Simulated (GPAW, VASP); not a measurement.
Given: the input of a run of GPAW 26.7.0 (ASE script) on InAs. 

The input run.py:

```python
from ase.dft.bandgap import bandgap
from ase.io import read, write
from ase.units import GPa
from gpaw import GPAW, PW

atoms = read('InAs.xyz')

calc = GPAW(mode=PW(600),
            xc='PBE',
            kpts={'size': (8, 8, 8), 'gamma': True},
            occupations={'name': 'methfessel-paxton', 'order': 0, 'width': 0.028000000000000004},
            nbands=18,
            convergence={'density': 1e-05, 'energy': 1e-05},
            maxiter=150,
            txt='gpaw.txt')
atoms.calc = calc
energy = atoms.get_potential_energy()
forces = atoms.get_forces()
stress = atoms.get_stress()
calc.write('gs.gpw')
write('result.traj', atoms)
print(f'Energy: {energy:.6f} eV')
print('Forces (eV/A):')
print(forces.round(4))
print('Stress (GPa):', (stress / GPa).round(3))
print('Fermi level:', round(calc.get_fermi_level(), 4), 'eV')
print(f'Gap: {bandgap(calc)[0]:.4f} eV, direct: {bandgap(calc, direct=True)[0]:.4f} eV')
```

InAs.xyz

```xyz
2
Lattice="0.0000000000 3.0180000000 3.0180000000 3.0180000000 0.0000000000 3.0180000000 3.0180000000 3.0180000000 0.0000000000" Properties=species:S:1:pos:R:3 pbc="T T T"
In     0.0000000000      0.0000000000      0.0000000000
As     4.5270000000      4.5270000000      4.5270000000
```

Potentials or basis: GPAW PAW data sets (gpaw-data 1.2.1), pw.

Command:

```sh
$ OMP_NUM_THREADS=1 python run.py
```

Translate it to VASP 6.6.1. Potentials or basis there: PBE PAW files As, In_d, 520 eV.

As run (cutoffs and basis follow the program's own potentials, and thresholds, step limits or extra output files can differ):

Contents of INCAR:

```
SYSTEM = InAs
ALGO     = Normal         ! electronic algorithm
EDIFF    = 1E-7           ! SCF threshold, eV
ENCUT    = 520            ! plane-wave cutoff, eV
GGA      = PE             ! functional
ISIF     = 2              ! what is computed and relaxed
ISMEAR   = 0              ! smearing method
LASPH    = .True.         ! aspherical terms in the spheres
LCHARG   = .False.        ! write CHGCAR
LREAL    = .False.        ! projectors in reciprocal space
LWAVE    = .False.        ! write WAVECAR
NBANDS   = 16             ! bands
NELM     = 60             ! most SCF steps
PREC     = Accurate       ! precision mode
SIGMA    = 0.028000000000000004 ! smearing width, eV
```

Contents of KPOINTS:

```
k-points
0
Gamma
  8 8 8
  0 0 0
```

The input POSCAR:

```
InAs
1.0
    0.0000000000      3.0180000000      3.0180000000
    3.0180000000      0.0000000000      3.0180000000
    3.0180000000      3.0180000000      0.0000000000
In As
1 1
Direct
    0.0000000000      0.0000000000      0.0000000000
    0.7500000000      0.7500000000      0.7500000000
```

Potentials or basis: VASP PAW PBE potentials, release 64 (In_d, As).

Launch:

```bash
$ cat potpaw_PBE.64/In_d/POTCAR potpaw_PBE.64/As/POTCAR > POTCAR
$ mpirun -np 1 vasp_std > vasp.out
```

Both were run:

|  | GPAW | VASP |
| --- | --- | --- |
| Pressure | 4.0 GPa | 4.4 GPa |

Pressure is positive in compression.
